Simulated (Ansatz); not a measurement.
# MgO at 26.2 GPa: from Born charge to LO–TO splitting and polaron coupling

Level of theory: Ansatz 0.2.0, DFT PBEsol, scalar-relativistic, plane waves, PAW. Cutoff 420 eV, 10×10×10 k-points (Γ-centred), fixed occupations. No spin polarisation. Phonons by linear response, acoustic sum rule imposed.

The cell is fixed (symmetry leaves no force on the atoms) and stands under 26.2 GPa:
```cif
data_structure
_symmetry_space_group_name_H-M 'Fm-3m'
_symmetry_Int_Tables_number 225
_cell_length_a 4.0382
_cell_length_b 4.0382
_cell_length_c 4.0382
_cell_angle_alpha 90.000
_cell_angle_beta 90.000
_cell_angle_gamma 90.000
_cell_volume 65.85
loop_
_atom_site_label
_atom_site_type_symbol
_atom_site_symmetry_multiplicity
_atom_site_Wyckoff_symbol
_atom_site_fract_x
_atom_site_fract_y
_atom_site_fract_z
_atom_site_occupancy
Mg1 Mg 4 a 0.00000 0.00000 0.00000 1
O1 O 4 b 0.50000 0.00000 0.00000 1
```

The cell is the ideal cubic rocksalt prototype.

Linear response gives ν_TO = 509.8 cm⁻¹, Born charges ±1.927 e (positive on Mg) and ε∞ = 3.117. The primitive cell holds 16.463 Å³, and the masses are 24.305 and 15.999 amu.

Problem. Find ν_LO and the static dielectric constant.

Solution. The long-wave field adds a restoring force: ω_LO² − ω_TO² = Z*²e²/(ε_vac ε∞ μV). In these units ν_LO² − ν_TO² = 4.92064×10⁷ Z*²/(μ V ε∞) cm⁻², with μ = m₁m₂/(m₁ + m₂) = 9.648 amu: 369143 cm⁻². So ν_LO = √(509.8² + 369143) = 793.1 cm⁻¹, and the run gives 793.1. Lyddane–Sachs–Teller then gives ε0 = ε∞ (ν_LO/ν_TO)² = 7.55, against 7.54 in the run (it forms both from the same three quantities, so the match checks the arithmetic only). Between ν_TO and ν_LO the dielectric function is negative and an undamped crystal reflects fully: a reststrahlen band from 12.6 to 19.6 μm.

Problem. What do the Clausius–Mossotti polarisability and the Szigeti charge come to?

Solution. With the Lorentz local field, α = (3V/4π)(ε∞ − 1)/(ε∞ + 2) = 1.63 Å³ for the pair, and e_S = 3Z*/(ε∞ + 2) = 1.13 e. The Born charge includes the electrons' response to the dipole's own local field, and e_S takes that enhancement out. The Lorentz field assumes point-like polarisable ions, a fair picture at this small ε∞.

Problem. How strongly does a slow electron couple to the LO mode?

Solution. For one isotropic parabolic band, Fröhlich's constant is α_F = (1/ε∞ − 1/ε0) √(m* Ry/ħω_LO), with Ry = 13.606 eV, ħω_LO = 98.3 meV and m* in free-electron masses: α_F = 0.1883 × 11.76 × √m* = 2.21 √m*. The band mass isn't part of this run; for m* = 0.1, 0.3 and 1 it gives 0.70, 1.21, 2.21. In weak coupling the polaron lies α_F ħω_LO below the band edge (119 meV at m* = 0.3) with a mass m*(1 + α_F/6); past α_F of about 5 or 6 that expansion fails. A semilocal functional's ε∞ tends to be too large, which taken alone lowers α_F.

The Born charges of ±1.927 e lie close to the formal ionic values, as expected for a wide-gap oxide of closed-shell ions. Together with the light ions, small cell and weak electronic screening, they account for the wide gap between 509.8 and 793.1 cm⁻¹. The static dielectric constant is more than twice ε∞, so lattice displacement provides most of the dielectric response. It is still below the familiar ambient-pressure value, probably because compression strengthens the short-range repulsion and stiffens the TO mode, which outweighs the higher density of dipoles. The Szigeti charge, well below the formal one, points to electron clouds that deform as neighbouring ions move against each other; it is not a measure of static charge transfer.

The conduction-band edge of MgO is s-like and strongly dispersive, so an electron there should form a large, mobile polaron with weak to intermediate coupling. That picture doesn't carry over to holes: the O 2p valence bands are heavier and degenerate, and short-range lattice distortion, which the Fröhlich model leaves out, may decide whether a hole self-traps.
